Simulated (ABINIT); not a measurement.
Ni:

```xyz
2
Lattice="2.4480 0.0000 0.0000 -1.2240 2.1201 0.0000 0.0000 0.0000 4.0728" Properties=species:S:1:pos:R:3 pbc="T T T"
Ni    1.2240    0.7067    3.0546
Ni    0.0000    1.4134    1.0182
```

This isn't the form of Ni at room conditions, which is fcc.

- Program: ABINIT 10.8.3 (patched build)
- Task: relaxation of cell and atoms
- Functional: LDA
- Potentials or basis: JTH PAW LDA v2.0
- Cutoff: 1116 eV
- k mesh: 8 × 8 × 5
- Occupations: fermi-dirac, width 0.05 eV
- Spin: collinear spin, ferromagnetic start
- Starting moments: [1.0, 1.0] μB

At the start: pressure -9.3 GPa; volume 10.57 Å³/atom.

Task: Where does the relaxation end?

Result: Over 6 steps the energy falls by 14.8 meV/atom and the volume is 10.14 Å³/atom (-4.1 %); space group P6_3/mmc (No. 194, to 0.05 Å); moment 1.30 μB per cell.

Step by step:
```tsv
step	energy change (eV)	largest force (eV/Å)	pressure (GPa)	volume (Å³)
1	0.0000	0.0000	-9.34	21.14
2	-0.0250	0.0000	-3.12	20.54
3	-0.0288	0.0000	0.54	20.23
4	-0.0292	0.0000	0.38	20.25
5	-0.0296	0.0000	-0.03	20.27
6	-0.0296	0.0000	0.00	20.27
```

Final structure:
```yaml
crystal:
  lattice:
    - [2.42813, 0.00000, 0.00000]
    - [-1.21407, 2.10282, 0.00000]
    - [0.00000, 0.00000, 3.97014]
  atoms:
    - { symbol: Ni, position: [0.66667, 0.33333, 0.75000] }
    - { symbol: Ni, position: [0.33333, 0.66667, 0.25000] }
```

Caveat: the k mesh is coarse (spacing up to 0.37 Å⁻¹), so the values aren't converged.
